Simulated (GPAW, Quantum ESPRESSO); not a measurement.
The B K edge of atom 3 in BN (P6_3/mmc), with 3 N at 1.44 Å (trigonal planar, site symmetry -6m2), was computed in 2 ways: full core hole (charged cell) and no core hole. Program and functional: Quantum ESPRESSO XSpectra, LDA, Lorentzian half width 0.3 eV up to 4 eV, rising linearly to 2.5 eV at 25 eV; cells of 4 and 16 atoms (the run without a hole in the smaller).

Each run is counted from its own lowest empty level or Fermi level and scaled to a mean of 1 over its first 20 eV. (XSpectra's own axis starts at xe0, in the gap; it has been shifted.)

```csv
E (eV),run 1,run 2
-2.0,0.04,0.07
-1.5,0.06,0.09
-1.0,0.09,0.15
-0.5,0.16,0.32
0.0,0.43,0.86
0.5,1.13,2.35
1.0,1.17,2.76
1.5,1.07,0.80
2.0,0.76,0.31
2.5,0.67,0.20
3.0,0.62,0.22
3.5,0.47,0.33
4.0,0.42,0.40
4.5,0.46,0.37
5.0,0.52,0.55
5.5,0.58,0.93
6.0,0.73,1.39
6.5,0.97,1.66
7.0,1.22,1.85
7.5,1.38,1.63
8.0,1.39,1.50
8.5,1.30,1.62
9.0,1.19,1.67
9.5,1.12,1.49
10.0,1.12,1.26
10.5,1.17,1.12
11.0,1.20,1.05
11.5,1.19,0.99
12.0,1.16,0.94
12.5,1.15,0.92
13.0,1.16,0.91
13.5,1.15,0.89
14.0,1.14,0.87
14.5,1.12,0.86
15.0,1.12,0.86
15.5,1.13,0.87
16.0,1.14,0.86
16.5,1.13,0.82
17.0,1.09,0.77
17.5,1.04,0.72
18.0,0.99,0.67
18.5,0.96,0.64
19.0,0.94,0.62
19.5,0.95,0.63
20.0,0.97,0.65
20.5,1.02,0.69
21.0,1.08,0.73
21.5,1.14,0.77
22.0,1.21,0.79
22.5,1.26,0.80
23.0,1.28,0.79
23.5,1.29,0.76
24.0,1.27,0.72
24.5,1.23,0.68
25.0,1.17,0.63
25.5,1.10,0.58
26.0,1.02,0.54
26.5,0.95,0.51
27.0,0.88,0.48
27.5,0.83,0.45
28.0,0.78,0.43
28.5,0.75,0.42
29.0,0.72,0.40
29.5,0.70,0.40
30.0,0.68,0.39
30.5,0.67,0.39
31.0,0.65,0.38
31.5,0.64,0.38
32.0,0.62,0.38
```

The database entry behind the starting cell differs from later determinations by our own check (about 0.3 % short, minor phase), so it need not match the best structure at ambient conditions.

Q: Which run is which?

Run 1: no core hole (area from −2 to 6 eV 4.5, main maxima 1.2 eV (1.24), 7.7 eV (1.40), 11.0 eV (1.20) and 23.5 eV (1.29)). Run 2: full core hole (charged cell) (area from −2 to 6 eV 5.6, main maxima 0.9 eV (3.02), 7.0 eV (1.85), 8.9 eV (1.68) and 22.5 eV (0.80)). With each curve scaled to its own mean, the area from −2 to 6 eV with the hole is 5.6 against 4.5, and the centre of weight from −1 to 20 eV moves by -1.4 eV: the hole pulls the absorber's empty states down.

[Banner, clock and machine lines of the logs are left out without a mark of their own.]

[Logs are printed without paths, hosts, clocks, repeated set-up lines and the standing remarks that a program may print on its own settings, such as how far it seeks lower states.]

[Hosts, paths, dates, database ids (printed as entryN), source tags and the programs' standing remarks are cut or masked in the printed files.]

[Lists of maxima count a maximum above −3 eV only where it reaches 4 % of the highest in the window and stands out from its surroundings by 2 % of it (1.5 % where it reaches 55 %); shoulders and weaker maxima are passed over, and of the rest the first, up to two pre-edge ones and the few strongest are named.]
